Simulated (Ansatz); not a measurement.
## Elastic constants of ZrS₂ at 11 GPa (stress–strain coefficients): input and output

Theory: DFT PBEsol, scalar-relativistic, plane waves, PAW (Ansatz).

Launched with:
```bash
ansatz run input.yaml --threads 1 --pin off --max-ram 3072MiB --backend cpu --events-out ev --progress --plain --runs-dir out
```

Input (bare energies are in eV):
```yaml
crystal:
  lattice:
    - [3.4667879915, 0.0, 0.0]
    - [-1.7333939958, 3.0023264702, 0.0]
    - [0.0, 0.0, 5.2738469141]
  atoms:
    - { symbol: Zr, position: [0.0, 0.0, 0.0] }
    - { symbol: S, position: [0.3333333333, 0.6666666667, 0.2832352522] }
    - { symbol: S, position: [0.6666666667, 0.3333333333, 0.7167647478] }
basis:
  ecutwfc: 420
kpoints:
  mp_grid: { grid: [12, 12, 8] }
hamiltonian:
  xc: pbesol
scf:
  occupations: { method: gaussian, width: 0.01 }
output:
  forces: true
  stress: true
  eigenvalues: true
elastic:
  mode: relaxed_ion
  amplitude: 0.005
  stencil: two_point
```

From the output:
```
--- Elastic constants: 3 strain directions × 2 members + reference (group order 12) ---
  dense FFT box of the reference and of every strained cell: 24×24×36
  strains applied: 11, 33, 23; error gains: componentwise 1.00 (the most a stress slope's error grows in a printed constant), spectral 1.41 (1 for all six strains in a standard setting)
  reference relaxed by the batch: 3 steps; max|allowed force component| 1.48e-4 eV/Å at the deck's positions, 2.01e-8 at the last accepted step, 1.71e-8 by the solve of record
  largest displacement 9.3e-6 Å; the constants are those of the deck's cell at these positions:
  atoms:
    - { symbol: Zr, position: [4.321023959385493e-35, 4.3209010693646365e-35, 0.0] }
    - { symbol: S, position: [0.33333333333333326, 0.6666666666666666, 0.2832334975456635] }
    - { symbol: S, position: [0.6666666666666667, 0.3333333333333333, 0.7167665024543365] }
  C = ∂σ_k/∂η_j (tension-positive GPa; Voigt order 11 22 33 23 13 12):
       182.114     56.179     52.357    -16.230      0.000     -0.000
        56.179    182.114     52.357     16.230     -0.000     -0.000
        52.317     52.317    180.644      0.000     -0.000      0.000
       -15.463     15.463     -0.000     41.464     -0.000     -0.000
         0.000     -0.000      0.000     -0.000     41.464    -15.463
         0.000      0.000      0.000     -0.000    -16.230     62.967
  reference stress σ⁰ (GPa):    -11.012    -11.012    -11.001      0.000     -0.000      0.000
  C* (energy form; C + prestress term) asymmetry max|C*_kj − C*_jk| = 7.676e-1 GPa — a small one proves nothing (zero by symmetry where the batch's group is 432, −43m or m−3m); a large one is finite-difference/SCF noise where every solve ...
  moduli (Voigt/Reuss/Hill, GPa): K = 96.29/96.27/96.28   G = 54.78/48.13/51.45   E = 131.02   ν = 0.273
  mechanically stable: yes (min eigenvalue of sym C = 33.07 GPa)
  strain η (Voigt 11):  stress-route row diagonal C_11 = 182.11 GPa, energy-path curvature d²(F+E_count+ΔE)/dδ²/Ω₀ = 181.14 GPa
         δ    σ_11 (GPa) F (eV) n_scf n_hpsi n_pw
    -5.000e-3     -11.9377       -5902.8289568      13  118040   1087   relax 4 steps, max|allowed force component| 2.31e-5 eV/Å
     5.000e-3     -10.1166       -5902.8667031      13  118256   1099   relax 3 steps, max|allowed force component| 1.95e-5 eV/Å
  strain η (Voigt 33):  stress-route row diagonal C_33 = 180.64 GPa, energy-path curvature d²(F+E_count+ΔE)/dδ²/Ω₀ = 180.63 GPa
         δ    σ_33 (GPa) F (eV) n_scf n_hpsi n_pw
    -5.000e-3     -11.9267       -5902.8289756      13   48141   1091   relax 3 steps, max|allowed force component| 8.49e-7 eV/Å
     5.000e-3     -10.1203       -5902.8666894      13   48204   1092   relax 3 steps, max|allowed force component| 2.11e-6 eV/Å
  strain η (Voigt 23):  stress-route row diagonal C_44 = 41.46 GPa, energy-path curvature d²(F+E_count+ΔE)/dδ²/Ω₀ = 46.85 GPa
         δ    σ_23 (GPa) F (eV) n_scf n_hpsi n_pw
    -5.000e-3      -0.2109       -5902.8484031      13  118135   1091   relax 4 steps, max|allowed force component| 2.54e-6 eV/Å
     5.000e-3       0.2037       -5902.8484075      13  116941   1091   relax 3 steps, max|allowed force component| 7.60e-6 eV/Å
```

The run took 2 min on 1 thread of AMD EPYC 9R45 96-Core Processor (Zen 5) (shared host), peak memory 0.63 GiB.

In a metal, frequencies and elastic constants depend on the k mesh and the smearing, soft modes and shear constants most. A semilocal functional can close a gap that the real compound has.